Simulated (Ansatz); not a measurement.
The calculation used DFT PBE, scalar-relativistic, plane waves, PAW in Ansatz 0.2.0. Settings: cutoff 420 eV, Γ-centred meshes spaced at most about 0.3 Å⁻¹, and about 0.25 Å⁻¹ or finer for metals (2π included), Gaussian smearing. No spin polarisation in the final relaxations.

Temperature and zero-point effects are left out. All come from trial cells, and lower structures may exist.

Question: Order these relaxed structures of Si2Ge by energy, lowest first, with the energy over the lowest of them.
A.

```
CELL_PARAMETERS angstrom
2.83396 -2.47347 0.00000
2.83396 2.47347 0.00000
-1.75383 0.00000 7.13360
ATOMIC_POSITIONS crystal
Si 0.39540 0.39540 0.62884
Si 0.69963 0.69963 0.96032
Si 0.30037 0.30037 0.03968
Si 0.60460 0.60460 0.37116
Ge 0.03308 0.03308 0.28989
Ge 0.96692 0.96692 0.71011
```

B.

```
CELL_PARAMETERS angstrom
3.93002 0.00000 0.00000
-1.96501 3.40349 0.00000
0.00000 0.00000 9.61845
ATOMIC_POSITIONS crystal
Si 0.33333 0.66667 0.53985
Si 0.66667 0.33333 0.21420
Si 0.33333 0.66667 0.78580
Si 0.66667 0.33333 0.46015
Ge 0.00000 0.00000 0.87071
Ge 0.00000 0.00000 0.12929
```

C.

```
CELL_PARAMETERS angstrom
-1.36411 1.36411 6.63808
1.36411 -1.36411 6.63808
1.36411 1.36411 -6.63808
ATOMIC_POSITIONS crystal
Si 0.67745 0.67745 0.00000
Si 0.32255 0.32255 0.00000
Ge 0.00000 0.00000 0.00000
```

D.

```
CELL_PARAMETERS angstrom
1.35129 -7.20728 0.00000
1.35129 7.20728 0.00000
0.00000 0.00000 2.54078
ATOMIC_POSITIONS crystal
Si 0.17217 0.82783 0.50000
Si 0.82783 0.17217 0.50000
Ge 0.50000 0.50000 0.50000
```

Answer: B (0 meV/atom), A (298 meV/atom), D (318 meV/atom), C (496 meV/atom). Forms: B Si and Ge ordered on diamond sites, P-3m1; A C2/m; D Cmmm; C Si and Ge ordered on fcc sites, I4/mmm. Counting Ge atoms around Si (those within 1.25 times the shortest such distance or 1.15 times the sum of covalent radii; a plus sign parts nearer from farther groups; the shortest distance is added where it exceeds 1.18 times the sum of covalent radii; a slash parts the counts of unlike sites): B has Si 3/3+3 from 3.9 Å; A has Si 2+2/4+1; D has Si 2 from 2.8 Å; C has Si 4 from 3.0 Å.

With atoms moved at random, P-3m1 came back. Other cells relaxed within their symmetry can be saddle points. Some candidate types were left out of the draw beforehand, so a known form may be missing.
